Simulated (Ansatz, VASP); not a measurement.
# Two plane-wave programs on BAs

```xyz
2
Lattice="0.0000 2.4044 2.4044 2.4044 0.0000 2.4044 2.4044 2.4044 0.0000" Properties=species:S:1:pos:R:3 pbc="T T T"
B     0.0000    0.0000    0.0000
As    3.6066    3.6066    3.6066
```

Alike in both runs: task relaxation of cell and atoms; functional PBE; k mesh 10 × 10 × 10; no spin polarisation.

|  | VASP | Ansatz |
| --- | --- | --- |
| version | VASP 6.6.1 | Ansatz 0.2.0 |
| potentials or method | VASP PAW PBE potentials, release 64 (B, As) | scalar-relativistic, plane waves, PAW |
| plane-wave cutoff (eV) | 600 | 420 |
| occupations | gaussian, width 0.01 eV | fixed |
| valence electrons in the cell | 8 | 18 |

Ansatz gave:

* gap on the k mesh at the Fermi level, each at its own relaxed structure (eV): 1.20
* relaxed volume (Å³/atom): 13.90
* relaxed cell length with the largest relative difference (Å): 3.401

Task: Which values does VASP return?

Result: gap on the k mesh at the Fermi level, each at its own relaxed structure (eV): 1.20; relaxed volume (Å³/atom): 13.97; relaxed cell length with the largest relative difference (Å): 3.406.

The two sets of potentials don't hold the same shells in valence.

A k mesh can miss the band edges. Zero-point motion and thermal expansion aren't in these numbers. PBE usually gives volumes a little too large and moduli too small.
